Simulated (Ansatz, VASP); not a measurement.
# SrTiO3 (pbesol) in VASP and in Ansatz

Contents of INCAR:

```
ALGO = Normal ; EDIFF = 1E-7
EDIFFG = -0.002 ; ENCUT = 600
GGA = PS ; IBRION = 2
ISIF = 3 ; ISMEAR = 0
LASPH = T ; LCHARG = F
LREAL = F ; LWAVE = F
NELM = 100 ; NSW = 100
PREC = Accurate ; SIGMA = 0.02
```

Contents of KPOINTS:

```
k-points
0
Gamma
  8 8 8
```

POSCAR

```
SrTiO3
1.0
    3.9052800000      0.0000000000      0.0000000000
    0.0000000000      3.9052800000      0.0000000000
    0.0000000000      0.0000000000      3.9052800000
Sr Ti O
1 1 3
Direct
    0.5000000000      0.5000000000      0.5000000000
    0.0000000000      0.0000000000      0.0000000000
    0.5000000000      0.0000000000      0.0000000000
    0.0000000000      0.5000000000      0.0000000000
    0.0000000000      0.0000000000      0.5000000000
```

Input for Ansatz:

```yaml
crystal:
  lattice:
    - [3.90528, 0.0, 0.0]
    - [0.0, 3.90528, 0.0]
    - [0.0, 0.0, 3.90528]
  atoms:
    - { symbol: Sr, position: [0.5, 0.5, 0.5] }
    - { symbol: Ti, position: [0.0, 0.0, 0.0] }
    - { symbol: O, position: [0.5, 0.0, 0.0] }
    - { symbol: O, position: [0.0, 0.5, 0.0] }
    - { symbol: O, position: [0.0, 0.0, 0.5] }
basis:
  ecutwfc: 420
kpoints:
  mp_grid: { grid: [8, 8, 8] }
hamiltonian:
  xc: pbesol
  pseudopotentials: { kind: paw }
scf:
  occupations: { method: gaussian, width: 0.02 }
output:
  forces: true
  stress: true
  eigenvalues: true
relax:
  adjacent_minimum: "off"
  f_tol: 0.002
  max_steps: 80
  cell: { stress_tol: 0.02 }
```

Alike in both runs: task relaxation of cell and atoms; functional PBEsol; k mesh 8 × 8 × 8; occupations gaussian, width 0.02 eV; no spin polarisation.

|  | VASP | Ansatz |
| --- | --- | --- |
| version | VASP 6.6.1 | Ansatz 0.2.0 |
| potentials or method | VASP PAW PBE potentials, release 64 (Sr_sv, Ti_sv, O) | scalar-relativistic, plane waves, PAW |
| plane-wave cutoff (eV) | 600 | 420 |
| valence electrons in the cell | 40 | 40 |

```csv
,VASP,Ansatz,Ansatz less VASP
"gap on the k mesh at the Fermi level, each at its own relaxed structure (eV)",1.82,1.85,+0.036
relaxed volume (Å³/atom),11.82,11.78,-0.032
relaxed cell length with the largest relative difference (Å),3.895,3.891,-0.0036
```

Caveats: the PAW data sets were made with another functional, which shifts forces and pressure a little (VASP). A k mesh can miss the band edges.
